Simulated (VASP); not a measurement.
Set up this calculation in VASP 6.6.1, as the native input.

| Quantity | Value |
| --- | --- |
| Task | relaxation of cell and atoms |
| Functional | PBE |
| Dispersion | D3(BJ) |
| Potentials or basis | VASP PAW PBE potentials, release 64 (Ca_sv, Se) |
| Cutoff | 600 eV |
| k mesh | 8 × 8 × 8 |
| Occupations | gaussian, width 0.02 eV |
| Spin | no spin polarisation |
| Further INCAR settings | ALGO = Normal; EDIFF = 1e-06; IBRION = 2; EDIFFG = -0.005; NSW = 40; ISIF = 3 |

The structure of CaSe lies in POSCAR:

```
CaSe
1.0
    0.0000000000      2.9450000000      2.9450000000
    2.9450000000      0.0000000000      2.9450000000
    2.9450000000      2.9450000000      0.0000000000
Ca Se
1 1
Direct
    0.0000000000      0.0000000000      0.0000000000
    0.5000000000      0.5000000000      0.5000000000
```

The cell was built by a generator and needn't be a form met in nature.

These files were run (other wordings do the same):

INCAR

```
  PREC = Accurate
  ENCUT = 600
  EDIFF = 1E-6
  ISMEAR = 0
  SIGMA = 0.02
  LREAL = False
  LASPH = True
  NELM = 120
  ALGO = Normal
  ISIF = 3
  LWAVE = False
  LCHARG = False
  GGA = PE
  IVDW = 12
  IBRION = 2
  NSW = 40
  EDIFFG = -0.005
```

KPOINTS

```
regular mesh
0
Gamma
  8 8 8
```

Potentials or basis: VASP PAW PBE potentials, release 64 (Ca_sv, Se).

Command:

```console
$ cat potpaw_PBE.64/Ca_sv/POTCAR potpaw_PBE.64/Se/POTCAR > POTCAR
$ mpirun -np 1 vasp_std > vasp.out
```

Results of the run:

```
Relaxed volume                         : 25.37 Å³/atom
Relaxed cell                           : a = 4.156 Å, b = 4.156 Å, c = 4.156 Å, α = 60.00°, β = 60.00°, γ = 60.00°
Space group after relaxing (to 0.05 Å) : Fm-3m (No. 225)
Energy gained by relaxing              : 0.2 meV/atom
Ionic steps                            : 3
Pressure after relaxing                : 0.0 GPa
Band gap on the k mesh                 : 1.98 eV, indirect (least direct gap 2.93 eV)
Dispersion energy per atom             : -0.361 eV
```

Run time: 100 s on 1 thread of AMD EPYC 7R43 64-Core Processor (Zen 3), on a shared host, peak memory 0.18 GiB.
